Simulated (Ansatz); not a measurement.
# InGa15As16: the cost of one run

Program: Ansatz 0.2.0. Level of theory: DFT PBEsol, scalar-relativistic, plane waves, PAW. These are calculated values, not measurements.

2 further runs of the same task are left out: 2 set aside as unsound or not needed.

### Step 1. The structure to begin with

The cell holds 32 atoms (As16Ga15In): a = 9.800 Å, b = 9.800 Å, c = 9.800 Å, α = 109.47°, β = 109.47°, γ = 109.47°.

The coordinates of this cell stand in the input of its own run.

The host was relaxed before at PBEsol: a = 5.658 Å, b = 5.658 Å, c = 5.658 Å, α = 90.00°, β = 90.00°, γ = 90.00° (conventional cell), 22.639 Å³/atom.

Places, in fractions of the supercell: In in place of Ga at (0.250, 0.250, 0.500). The start keeps the symmetry of the ideal site.

Earlier runs gave the host's free energy in this supercell, -136909.718 eV, its gap, 0.43 eV.

### Step 2. Charge 0, atoms relaxed

The input, input.yaml:

```yaml
crystal:
  lattice:
    - [5.6578590059, -5.6578590059, 5.6578590059]
    - [-5.6578590059, -5.6578590059, -5.6578590059]
    - [5.6578590059, 5.6578590059, -5.6578590059]
  atoms:
    - { symbol: In, position: [0.25, 0.25, 0.5] }
    - { symbol: Ga, position: [0.5, 0.25, 0.25] }
    - { symbol: Ga, position: [0.5, 0.0, 0.5] }
    - { symbol: Ga, position: [0.75, 0.25, 0.0] }
    - { symbol: Ga, position: [0.75, 0.0, 0.25] }
    - { symbol: Ga, position: [0.75, 0.75, 0.5] }
    - { symbol: Ga, position: [0.0, 0.25, 0.75] }
    - { symbol: Ga, position: [0.0, 1.0, 0.0] }
    - { symbol: Ga, position: [0.0, 0.75, 0.25] }
    - { symbol: Ga, position: [0.0, 0.5, 0.5] }
    - { symbol: Ga, position: [0.25, 0.0, 0.75] }
    - { symbol: Ga, position: [0.25, 0.75, 0.0] }
    - { symbol: Ga, position: [0.25, 0.5, 0.25] }
    - { symbol: Ga, position: [0.5, 0.75, 0.75] }
    - { symbol: Ga, position: [0.5, 0.5, 0.0] }
    - { symbol: Ga, position: [0.75, 0.5, 0.75] }
    - { symbol: As, position: [0.5, 0.5, 0.75] }
    - { symbol: As, position: [0.75, 0.5, 0.5] }
    - { symbol: As, position: [0.75, 0.25, 0.75] }
    - { symbol: As, position: [0.0, 0.5, 0.25] }
    - { symbol: As, position: [0.0, 0.25, 0.5] }
    - { symbol: As, position: [0.0, 0.0, 0.75] }
    - { symbol: As, position: [0.25, 0.5, 0.0] }
    - { symbol: As, position: [0.25, 0.25, 0.25] }
    - { symbol: As, position: [0.25, 0.0, 0.5] }
    - { symbol: As, position: [0.25, 0.75, 0.75] }
    - { symbol: As, position: [0.5, 0.25, 0.0] }
    - { symbol: As, position: [0.5, 0.0, 0.25] }
    - { symbol: As, position: [0.5, 0.75, 0.5] }
    - { symbol: As, position: [0.75, 0.0, 0.0] }
    - { symbol: As, position: [0.75, 0.75, 0.25] }
    - { symbol: As, position: [0.0, 0.75, 0.0] }
  host:
    lattice:
      - [0.0, 2.828929503, 2.828929503]
      - [2.828929503, 0.0, 2.828929503]
      - [2.828929503, 2.828929503, 0.0]
    atoms:
      - { symbol: Ga, position: [0.0, 0.0, 0.0] }
      - { symbol: As, position: [0.25, 0.25, 0.25] }
basis:
  ecutwfc: 420
  xc_grid: 2
kpoints:
  mp_grid: { grid: [2, 2, 2], shift: [0.5, 0.5, 0.5] }
hamiltonian:
  xc: pbesol
scf:
  occupations: { method: gaussian, width: 0.02 }
output:
  forces: true
  stress: false
  eigenvalues: true
  charged_corrections: { defect_position: [0.25, 0.25, 0.5] }
  write_density: true
  write_potential: true
  elf: true
  volumetric_format: npy
relax:
  adjacent_minimum: "off"
  f_tol: 0.03
  max_steps: 40
```

Started as:

```
$ ansatz run input.yaml --threads 8 --pin off --max-ram 16384MiB --backend cpu --events-out ev --progress --plain --runs-dir out
```

**Question.** How long does this run take on 8 threads of Arm Neoverse V1, shared host, and how much memory does it need?

About 49 s, with a peak of 2.3 GiB.
